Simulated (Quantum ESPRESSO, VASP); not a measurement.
This is a calculation of Ag (Silver) for VASP 6.6.1. 

Contents of INCAR:

```
SYSTEM = Ag
PREC = Accurate ; ENCUT = 600
EDIFF = 1E-7 ; ISMEAR = -1
SIGMA = 0.05 ; LREAL = .FALSE.
LASPH = .TRUE. ; NELM = 100
ALGO = Normal ; ISIF = 3
LWAVE = .FALSE. ; LCHARG = .FALSE.
GGA = RE ; IVDW = 11
IBRION = 2 ; NSW = 40
EDIFFG = -0.005
```

File KPOINTS:

```
Automatic mesh
0
G
  11 11 11
  0 0 0
```

POSCAR

```
Ag
1.0
    0.0000000000      2.0427500000      2.0427500000
    2.0427500000      0.0000000000      2.0427500000
    2.0427500000      2.0427500000      0.0000000000
Ag
1
Direct
    0.0000000000      0.0000000000      0.0000000000
```

Potentials or basis: VASP PAW PBE potentials, release 64 (Ag).

Run with:

```bash
$ cat potpaw_PBE.64/Ag/POTCAR > POTCAR
$ mpirun -np 1 vasp_std > vasp.out
```

Q: Set up the same calculation for Quantum ESPRESSO 7.5 (ASE script). Potentials or basis there: PseudoDojo 0.4.1 SR PBE standard, cutoff 1116 eV.

A: As run (cutoffs and basis follow the program's own potentials, and thresholds, step limits or extra output files can differ):

The input run.py:

```python
import numpy as np
from ase.calculators.espresso import Espresso, EspressoProfile
from ase.io import read

atoms = read('Ag.xyz')

input_data = {
    'control': {'calculation': 'scf', 'prefix': 'pwscf', 'outdir': './tmp', 'tprnfor': True, 'tstress': True, 'disk_io': 'low'},
    'system': {'ecutwfc': 82.0, 'nbnd': 16, 'input_dft': 'revpbe', 'occupations': 'smearing', 'smearing': 'fd', 'degauss': 0.00367493, 'vdw_corr': 'grimme-d3', 'dftd3_version': 3},
    'electrons': {'conv_thr': 2e-10, 'electron_maxstep': 120, 'mixing_beta': 0.5},
}
pseudopotentials = {'Ag': 'Ag.upf'}
profile = EspressoProfile(command='pw.x', pseudo_dir='pseudo')
dft = Espresso(profile=profile, input_data=input_data, pseudopotentials=pseudopotentials, kpts=(11, 11, 11), koffset=(0, 0, 0))
atoms.calc = dft

from ase.optimize import BFGS
from ase.filters import FrechetCellFilter
done = BFGS(FrechetCellFilter(atoms), trajectory='opt.traj').run(fmax=0.02, steps=30)
print('converged', done)
print('cell (A)', np.round(atoms.cell.cellpar(), 5))
print(f'energy {atoms.get_potential_energy():.8f} eV')
print('forces (eV/A)')
print(np.round(atoms.get_forces(), 6))
print('stress (eV/A^3, Voigt)')
print(np.round(atoms.get_stress(), 8))
print(f'Fermi level {dft.get_fermi_level():.4f} eV')
```

Ag.xyz

```xyz
1
Lattice="0.0000000000 2.0427500000 2.0427500000 2.0427500000 0.0000000000 2.0427500000 2.0427500000 2.0427500000 0.0000000000" Properties=species:S:1:pos:R:3 pbc="T T T"
Ag     0.0000000000      0.0000000000      0.0000000000
```

Potentials or basis: PseudoDojo 0.4.1 SR PBE standard.

Run with:

```sh
$ OMP_NUM_THREADS=1 python run.py
```

Both were run:

|  | VASP | Quantum ESPRESSO |
| --- | --- | --- |
| Relaxed volume | 16.96 Å³/atom | 17.19 Å³/atom |
| Relaxed cell | a = 2.884 Å, b = 2.884 Å, c = 2.884 Å, α = 60.00°, β = 60.00°, γ = 60.00° | a = 2.897 Å, b = 2.897 Å, c = 2.897 Å, α = 60.00°, β = 60.00°, γ = 60.00° |
| Space group after relaxing | Fm-3m (No. 225) | Fm-3m (No. 225) |
| Pressure after relaxing | 0.0 GPa | 0.0 GPa |

The potentials hold 11 and 19 valence electrons a cell.

VASP's potentials were made for PBE. Quantum ESPRESSO's potentials were made for PBE.

Pressure is positive in compression.
